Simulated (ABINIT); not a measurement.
Input of an ABINIT 10.8.3 (patched build) run:

The input run.abi:

```
# Pseudopotentials
pp_dirpath "./"
pseudos "Mg.upf, B.upf"

# Structure
acell 5.8298050945 5.8298050945 6.6575051371
rprim
     1.0000000000     0.0000000000     0.0000000000
    -0.5000000000     0.8660254038     0.0000000000
     0.0000000000     0.0000000000     1.0000000000
ntypat 2
znucl 12 5
natom 3
typat 1 2 2
xcart
     0.0000000000     0.0000000000     0.0000000000
     2.9149025475     1.6829197702     3.3287525685
    -0.0000000003     3.3658395408     3.3287525685

# Plane-wave basis
ecut 38.0

# k points
kptopt 1
ngkpt 8 8 6
nshiftk 1
shiftk 0.0 0.0 0.0

# Exchange and correlation
ixc -116133

# Bands and occupations
nband 12
occopt 3
tsmear 0.05 eV

# SCF cycle
nstep 100
tolvrs 1.0e-10

# Output
iomode 3
prtwf 0
prtden 0
prteig 0
prtebands 0
enunit 1
```

Potentials or basis: PseudoDojo NC SR PBEsol v0.4.1 standard.

The run is started by

```console
$ abinit run.abi > log 2>&1
```

Estimate the band gap on the k mesh.

none (metal or under the smearing width).

What does it give for the pressure?

-3.3 GPa.

Stress tensor (GPa, compression positive):
```
-2.98  0.00  0.00
 0.00 -2.98  0.00
 0.00  0.00 -3.93
```
